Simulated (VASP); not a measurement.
# TePb (Fm-3m) in VASP: notebook, part 2 of 2

VASP 6.6.1. The steps go on from the part before.

## (3) Relaxation of cell and atoms, PBE+D3(BJ)

This run uses another cell than the first one, of 33.86 Å³/atom, 1.004 times its volume.

The input, INCAR:

```
PREC = Accurate
ENCUT = 600
EDIFF = 1E-7
ISMEAR = 0
SIGMA = 0.03
LREAL = F
LASPH = T
NELM = 80
ALGO = Normal
ISIF = 3
LWAVE = F
LCHARG = F
GGA = PE
IVDW = 12
IBRION = 2
NSW = 90
EDIFFG = -0.005
```

The input, KPOINTS:

```
regular mesh
0
Gamma
  8 8 8
```

The input, POSCAR:

```
TePb                                    
1.0
    0.0000000000      3.2350017807      3.2350017807
    3.2350017807      0.0000000000      3.2350017807
    3.2350017807      3.2350017807      0.0000000000
  Te              Pb            
     1     1
Direct
     0.5000000000000000    0.5000000000000000    0.5000000000000000
     0.0000000000000000    0.0000000000000000    0.0000000000000000
```

Potentials or basis: VASP PAW PBE potentials, release 64 (Te, Pb_d).

On the command line:

```bash
$ cat potpaw_PBE.64/Te/POTCAR potpaw_PBE.64/Pb_d/POTCAR > POTCAR
$ mpirun -np 1 vasp_std > vasp.out
```

OUTCAR:

```text
PREC = Accurate
   ENCUT = 600
   EDIFF = 1E-7
   ISMEAR = 0
   LREAL = F
   LASPH = T
   NELM = 80
   ISIF = 3
   GGA = PE
   IVDW = 12
   IBRION = 2
   NSW = 90
   EDIFFG = -0.005
 IVDW          = 12

 ion  position               nearest neighbor table
   1  0.500  0.500  0.500-   2 3.24   2 3.24   2 3.24   2 3.24   2 3.24   2 3.24
   2  0.000  0.000  0.000-   1 3.24   1 3.24   1 3.24   1 3.24   1 3.24   1 3.24

  LATTYP: Found a face centered cubic cell.
 ALAT       =     6.4700035614

  Lattice vectors:

 A1 = (   0.0000000000,   3.2350017807,   3.2350017807)
 A2 = (   3.2350017807,   0.0000000000,   3.2350017807)
 A3 = (   3.2350017807,   3.2350017807,   0.0000000000)

Analysis of symmetry for initial positions (statically):
=====================================================================
 Subroutine PRICEL returns:
 Original cell was already a primitive cell.

 Routine SETGRP: Setting up the symmetry group for a
 face centered cubic supercell.

 Subroutine GETGRP returns: Found 48 space group operations
 (whereof 48 operations were pure point group operations)
 out of a pool of 48 trial point group operations.

The static configuration has the point symmetry O_h .

Analysis of symmetry for dynamics (positions and initial velocities):
=====================================================================
 Subroutine PRICEL returns:
 Original cell was already a primitive cell.

 Routine SETGRP: Setting up the symmetry group for a
 face centered cubic supercell.

 Subroutine GETGRP returns: Found 48 space group operations
 (whereof 48 operations were pure point group operations)
 out of a pool of 48 trial point group operations.

The dynamic configuration has the point symmetry O_h .

 Subroutine INISYM returns: Found 48 space group operations
 (whereof 48 operations are pure point group operations),
 and found     1 'primitive' translations

----------------------------------------------------------------------------------------

                                     Primitive cell

  volume of cell :      67.7101

  direct lattice vectors                    reciprocal lattice vectors
     0.000000000  3.235001781  3.235001781    -0.154559420  0.154559420  0.154559420
     3.235001781  0.000000000  3.235001781     0.154559420 -0.154559420  0.154559420
     3.235001781  3.235001781  0.000000000     0.154559420  0.154559420 -0.154559420

  length of vectors
     4.574983393  4.574983393  4.574983393     0.267704769  0.267704769  0.267704769

  position of ions in fractional coordinates (direct lattice)
     0.500000000  0.500000000  0.500000000
     0.000000000  0.000000000  0.000000000

  ion indices of the primitive-cell ions
   primitive index   ion index
                 1           1
                 2           2

----------------------------------------------------------------------------------------

 KPOINTS: regular mesh

Automatic generation of k-mesh.
 Grid dimensions read from file:
 generate k-points for:    8    8    8

 Generating k-lattice:

  Cartesian coordinates                     Fractional coordinates (reciprocal lattice)
    -0.019319928  0.019319928  0.019319928     0.125000000  0.000000000  0.000000000
     0.019319928 -0.019319928  0.019319928     0.000000000  0.125000000  0.000000000
     0.019319928  0.019319928 -0.019319928     0.000000000  0.000000000  0.125000000
[... 45 lines left out ...]
   NGX,Y,Z   is equivalent  to a cutoff of  14.54, 14.54, 14.54 a.u.
   NGXF,Y,Z  is equivalent  to a cutoff of  29.07, 29.07, 29.07 a.u.
 SYSTEM =  unknown system
   PREC   = accura    normal or accurate (medium, high low for compatibility)
   ISTART =      0    job   : 0-new  1-cont  2-samecut
   ICHARG =      2    charge: 1-file 2-atom 10-const
   ISPIN  =      1    spin polarized calculation?
   LNONCOLLINEAR =      F non collinear calculations
   LSORBIT =      F    spin-orbit coupling
   LASPH  =      T    aspherical Exc in radial PAW
   ENCUT  =  600.0 eV  44.10 Ry    6.64 a.u.   9.14  9.14  9.14*2*pi/ulx,y,z
   NELM   =     80;   NELMIN=  2; NELMDL= -5     # of ELM steps
   EDIFF  = 0.1E-06   stopping-criterion for ELM
   LREAL  =      F    real-space projection
   EDIFFG = -.5E-02   stopping-criterion for IOM
   NSW    =     90    number of steps for IOM
   IBRION =      2    ionic relax: 0-MD 1-quasi-New 2-CG
   NFREE  =      1    steps in history (QN), initial steepest desc. (CG)
   ISIF   =      3    stress and relaxation
   ISYM   =      2    0-nonsym 1-usesym 2-fastsym
   POTIM  = 0.5000    time-step for ionic-motion
   TEBEG  =    0.0;   TEEND  =   0.0 temperature during run
   PSTRESS=    0.0 pullay stress
   NELECT =      20.0000    total number of electrons
   NUPDOWN=      -1.0000    fix difference up-down
   EMIN   =  10.00;   EMAX   =-10.00  energy-range for DOS
   EFERMI =   0.00;   METHOD = LEGACY
   ISMEAR =     0;   SIGMA  =   0.03  broadening in eV -4-tet -1-fermi 0-gaus
   EFERMI_NEDOS =   21; number of points for ismear=-14 and -15
   IALGO  =     38    algorithm
   IMIX   =      4    mixing-type and parameters
     AMIX     =   0.40;   BMIX     =  1.00
     AMIX_MAG =   1.60;   BMIX_MAG =  1.00
  volume/ion in A,a.u.               =      33.86       228.47
  Fermi-wavevector in a.u.,A,eV,Ry     =   1.090269  2.060310 16.173060  1.188686
  Thomas-Fermi vector in A             =   2.226490
   LORBIT       =      0    0 simple, 1 ext, 2 COOP (PROOUT), +10 PAW based schemes
   GGA     = PE    functional components
   LHFCALC =     F    Hartree Fock is set to
   AEXX    =    0.0000 exact exchange contribution
   IVDW    =    12    specifies the selected vdW correction
   LEPSILON=     F    determine dielectric tensor
   LRPA    =     F    only Hartree local field effects (RPA)
 conjugate gradient relaxation of ions
 non-spin polarized calculation
 Gauss-broadening in eV      SIGMA  =   0.03
  energy-cutoff  :      600.00
  volume of cell :       67.71
 maximum number of plane-waves:      2276
 NGX is ok and might be reduce to    40
   NGX = 19   NGY = 19   NGZ = 19

 number of electron      19.9999999 magnetization

 Free energy of the ion-electron system (eV)
  ---------------------------------------------------
  ext. energy  EPLUGINS =         0.00000000
  ---------------------------------------------------
  free energy    TOTEN  =        -7.50447563 eV

  energy without entropy =       -7.50447563  energy(sigma->0) =       -7.50447563

 E-fermi :   5.7306     XC(G=0):  -9.2835

 val. band max:        5.5770190775   @ k =   0.5000   0.0000   0.0000
 cond. band min:       6.3200426326   @ k =   0.5000   0.0000   0.0000
 fundamental gap:      0.7430235550
 Fermi energy:         5.7306212530

 k-point     1 :       0.0000    0.0000    0.0000
  band No.  band energies     occupation
      1     -11.1393      2.00000
      2     -11.1393      2.00000
      3     -11.1304      2.00000
      4     -11.1304      2.00000
      5     -11.1304      2.00000
      6      -6.4108      2.00000
      7      -0.0275      2.00000
      8       4.2444      2.00000
      9       4.2444      2.00000
     10       4.2444      2.00000
     11       9.6506      0.00000
     12       9.6506      0.00000
     13       9.6506      0.00000
     14      11.3815      0.00000
[... 377 lines left out ...]
      1     -11.1677      2.00000
      2     -11.1470      2.00000
      3     -11.1243      2.00000
      4     -11.1188      2.00000
      5     -11.1108      2.00000
      6      -4.7960      2.00000
      7      -2.7302      2.00000
      8       2.8250      2.00000
      9       3.0322      2.00000
     10       5.1207      2.00000
     11       6.9181      0.00000
     12       9.1413      0.00000
     13       9.5926      0.00000
     14      12.4071      0.00000

 [... further k-points ...]

------------------------ aborting loop because EDIFF is reached ----------------------------------------

 Edisp (eV)   -0.80157

 E8    (eV) :    -0.3884

  FORCE on cell =-STRESS in cart. coord.  units (eV):
  Direction    XX          YY          ZZ          XY          YZ          ZX
  --------------------------------------------------------------------------------------
  -------------------------------------------------------------------------------------
  Total      -0.00761    -0.00761    -0.00761     0.00000     0.00000    -0.00000
  in kB      -0.18018    -0.18018    -0.18018     0.00000     0.00000    -0.00000
  external pressure =       -0.18 kB  Pullay stress =        0.00 kB

 VOLUME and BASIS-vectors are now :
 -----------------------------------------------------------------------------
  energy-cutoff  :      600.00
  volume of cell :       67.71
      direct lattice vectors                 reciprocal lattice vectors
     0.000000000  3.235001781  3.235001781    -0.154559420  0.154559420  0.154559420
     3.235001781  0.000000000  3.235001781     0.154559420 -0.154559420  0.154559420
     3.235001781  3.235001781  0.000000000     0.154559420  0.154559420 -0.154559420

 POSITION                                       TOTAL-FORCE (eV/Angst)
 -----------------------------------------------------------------------------------
      3.23500      3.23500      3.23500         0.000000      0.000000      0.000000
      0.00000      0.00000      0.00000         0.000000      0.000000      0.000000
 -----------------------------------------------------------------------------------
    total drift:                                0.000000     -0.000000     -0.000000

  FREE ENERGIE OF THE ION-ELECTRON SYSTEM (eV)
  ---------------------------------------------------
  free  energy   TOTEN  =        -8.3060499639 eV

  energy  without entropy=       -8.3060499639  energy(sigma->0) =       -8.30604996

 reached required accuracy - stopping structural energy minimisation
```

CONTCAR:

```text
TePb
   1.00000000000000
     0.0000000000000000    3.2350017807000002    3.2350017807000002
     3.2350017807000002    0.0000000000000000    3.2350017807000002
     3.2350017807000002    3.2350017807000002    0.0000000000000000
  Te              Pb
     1     1
Direct
     0.5000000000000000    0.5000000000000000    0.5000000000000000
     0.0000000000000000    0.0000000000000000    0.0000000000000000

  0.00000000E+00  0.00000000E+00  0.00000000E+00
  0.00000000E+00  0.00000000E+00  0.00000000E+00
```

Run time: 18 s. Hardware: 1 thread of Intel Xeon 6975P-C (Granite Rapids), shared host; peak memory 0.26 GiB.

Results:

- Free energy: -8.3060 eV
- Pressure after relaxing: 0.0 GPa
- Band gap on the k mesh: 0.74 eV, direct
- Dispersion energy per atom: -0.401 eV

Final structure:
```cif
data_structure
_symmetry_space_group_name_H-M 'P 1'
_symmetry_Int_Tables_number 1
_cell_length_a 4.5750
_cell_length_b 4.5750
_cell_length_c 4.5750
_cell_angle_alpha 60.000
_cell_angle_beta 60.000
_cell_angle_gamma 60.000
_cell_volume 67.71
loop_
_atom_site_label
_atom_site_type_symbol
_atom_site_fract_x
_atom_site_fract_y
_atom_site_fract_z
_atom_site_occupancy
Te1 Te 0.50000 0.50000 0.50000 1
Pb1 Pb 0.00000 0.00000 0.00000 1
```

Caveat: the relaxation stopped at its first step, so nothing moved; spin-orbit coupling is left out, which as a rule narrows the gap of such compounds by several tenths of an eV.
